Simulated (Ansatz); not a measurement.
The system is InSe.

```xyz
8
Lattice="4.0473 0.0000 0.0000 -2.0237 3.5051 0.0000 0.0000 0.0000 18.0521" Properties=species:S:1:pos:R:3 pbc="T T T"
In    0.0000    2.3367    1.3971
In    0.0000    2.3367   16.6550
In    0.0000    0.0000    7.6289
In    0.0000    0.0000   10.4231
Se    0.0000    2.3367    6.3721
Se    0.0000    2.3367   11.6800
Se    2.0237    1.1684    2.6537
Se    2.0237    1.1684   15.3984
```

Measurements of this composition are mostly on another form, of space group No. 160.

Base run:

- Program: Ansatz 0.2.0
- Functional: HSE06
- Potentials or basis: Ansatz PAW
- Cutoff: 420 eV
- Density cutoff: 1680 eV
- k mesh: 6 × 6 × 2
- Occupations: fixed
- Spin: no spin polarisation

Its results: band gap on the k mesh 1.47 eV, direct; largest force 0.082 eV/Å.

Problem. The run is repeated on the same cell with these changes: functional from HSE06 to PBE0; level from hse06 to pbe0. What comes out?

Solution. Band gap on the k mesh 2.08 eV, direct; largest force 0.085 eV/Å.

Caveats: spin-orbit coupling is left out, which moves the levels of the heavy elements; the PAW data sets come from PBE, with cores solved anew for the run's functional, which leaves a small shift of forces and pressure.

Not every run made on this cell is shown here.
